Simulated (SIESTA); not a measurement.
**CdSe (Cadmoselite) under changes of volume**

One of the cells (28.102 Å³/atom); the others are scaled copies at fixed shape and fractional positions:

```
CELL_PARAMETERS angstrom
4.30000 0.00000 0.00000
-2.15000 3.72391 0.00000
0.00000 0.00000 7.02000
ATOMIC_POSITIONS crystal
Cd 0.66667 0.33333 0.50000
Cd 0.33333 0.66667 0.00000
Se 0.66667 0.33333 0.88500
Se 0.33333 0.66667 0.38500
```

| Property | Result |
| --- | --- |
| Program | SIESTA 5.4.2 |
| Functional | RGE2 |
| Potentials or basis | PseudoDojo 0.4 standard (PBE files) |
| Basis | DZP (energy shift 0.002 Ry) |
| Grid cutoff | 800 Ry |
| Energy shift | 0.002 Ry |
| k mesh | 7 × 7 × 4 |
| Occupations | fermi-dirac, width 0.05 eV |
| Spin | no spin polarisation |

```tsv
volume (Å³/atom)	energy over the lowest point (meV/atom)	pressure (GPa)	gap on the mesh (eV)	largest force (eV/Å)
26.416	55.34	6.8	1.15	0.403
26.978	?	?	?	?
27.540	19.01	3.7	1.02	0.346
28.102	8.27	2.4	0.96	0.321
28.665	1.98	1.3	0.90	0.299
29.227	0.00	0.2	0.85	0.277
29.789	0.87	-0.7	0.79	0.257
```

Problem. What does the run at 26.978 Å³/atom give?

Solution. Energy over the lowest point 34.43 meV/atom; pressure 5.2 GPa; gap on the mesh 1.09 eV; largest force 0.375 eV/Å.

Worked out: A Birch-Murnaghan fit of order 3 (a polynomial in V^(-2/3)) to the other rows has its minimum at 29.31 Å³/atom with B0 = V·E''(V) = 51 GPa and B' = 5.0 at fixed shape and positions, which overstates the stiffness. It gives 34.39 meV/atom at 26.978 Å³/atom, against the run's 34.43, and -dE/dV = 5.2 GPa, against 5.2. A straight line through the other rows of the gap, of slope -2.98 eV per unit of ln V (its deformation potential), gives 1.08 eV, against the run's 1.09.

Energies are extrapolated to zero smearing.

Caveats: semicore shells carry a single zeta, which can move pressures by several GPa and volumes by a few percent; the potentials were made for another functional, which shifts forces and pressure; an odd mesh through Γ misses points on the zone boundary, where band edges often lie; the basis of atomic orbitals isn't converged, which shifts pressures, moduli and gaps. Spin-orbit coupling on Cd, Se is left out.
